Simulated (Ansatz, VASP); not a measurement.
**MgI2 in VASP and in Ansatz**

```
I Mg
1.0
     4.14000    0.00000    0.00000
    -2.07000    3.58535    0.00000
     0.00000    0.00000    6.88000
I Mg
2 1
Direct
  0.66667 0.33333 0.75000
  0.33333 0.66667 0.25000
  0.00000 0.00000 0.00000
```

Alike in both runs: functional PBE; k mesh 8 × 8 × 4; occupations fermi-dirac, width 0.05 eV; no spin polarisation.

|  | VASP | Ansatz |
| --- | --- | --- |
| version | VASP 6.6.1 | Ansatz 0.2.0 |
| potentials or method | VASP PAW PBE potentials, release 64 (I, Mg), cutoff 520 eV | all-electron LAPW, scalar-relativistic |
| task | single point | band structure |

```tsv
	VASP	Ansatz	Ansatz less VASP
gap on the k mesh at the Fermi level (eV)	3.48	3.49	+0.014
least direct gap on the mesh (eV)	3.63	3.64	+0.013
pressure (GPa)	0.6	0.7	+0.06
largest component of the traceless stress (GPa)	0.37	0.37	+0.005
rms of the force components (eV/Å)	0.120	0.116	-0.0043
```

Atom by atom the forces differ by 0.004 eV/Å (rms over components). Ansatz ran all-electron here, so the differences hold the error of VASP's frozen core and of both bases.

Caveats: spin-orbit coupling is left out, which moves the levels of the heavy elements; the cell's inner coordinates are idealised or old, which leaves forces on the atoms; this functional lacks dispersion, which binds the layers, so the pressure and a relaxed spacing across them are unreliable. A k mesh can miss the band edges.
